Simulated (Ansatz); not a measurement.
# In2Sb: the cost of one run

Computed with Ansatz 0.2.0 (DFT PBE, scalar-relativistic, plane waves, PAW, unless a step's input says otherwise).

1 further run of the same task is left out (it didn't finish).

## (1) The structure to begin with

Symmetry: Pnnm, No. 58, orthorhombic system. Conventional cell: a = 6.296 Å, b = 6.488 Å, c = 4.238 Å, α = 90.00°, β = 90.00°, γ = 90.00°. In (site symmetry m) is surrounded by 3 Sb at 2.73 to 2.79 Å. Around Sb (site symmetry 2/m) lie 6 In at 2.73 to 2.79 Å.

Coordinates:

```
CELL_PARAMETERS angstrom
6.29601 0.00000 0.00000
0.00000 6.48772 0.00000
0.00000 0.00000 4.23770
ATOMIC_POSITIONS crystal
In 0.22500 0.82500 0.50000
In 0.72500 0.67500 0.00000
In 0.77500 0.17500 0.50000
In 0.27500 0.32500 0.00000
Sb 0.50000 0.50000 0.50000
Sb 0.00000 0.00000 0.00000
```

This is candidate A: anti-CaCl2 type (Pnnm, No. 58).

(A quick probe on a coarse mesh, which set the mesh and smearing, is not shown.)

## (3) Coarse relaxation (candidate A)

input.yaml

```yaml
crystal:
  lattice:
    - [6.2960124472, 0.0, 0.0]
    - [0.0, 6.4877179544, 0.0]
    - [0.0, 0.0, 4.2377006856]
  atoms:
    - { symbol: In, position: [0.225, 0.825, 0.5] }
    - { symbol: In, position: [0.725, 0.675, 0.0] }
    - { symbol: In, position: [0.775, 0.175, 0.5] }
    - { symbol: In, position: [0.275, 0.325, 0.0] }
    - { symbol: Sb, position: [0.5, 0.5, 0.5] }
    - { symbol: Sb, position: [0.0, 0.0, 0.0] }
basis:
  ecutwfc: 420
kpoints:
  mp_grid: { grid: [4, 4, 4] }
hamiltonian:
  xc: pbe
scf:
  occupations: { method: gaussian, width: 0.1 }
  lower_state_search: "off"
output:
  forces: true
  stress: true
  eigenvalues: true
relax:
  adjacent_minimum: "off"
  f_tol: 0.04
  max_steps: 70
  cell: { stress_tol: 0.4 }
```

Launch:

```bash
$ ansatz run input.yaml --threads 1 --pin off --max-ram 2560MiB --backend cpu --events-out ev --progress --plain --runs-dir out
```

**Question.** How long does this run take on 1 thread of Intel Xeon 6975P-C (Granite Rapids), shared host, and how much memory does it need?

About 1.7 min, with a peak of 0.59 GiB.
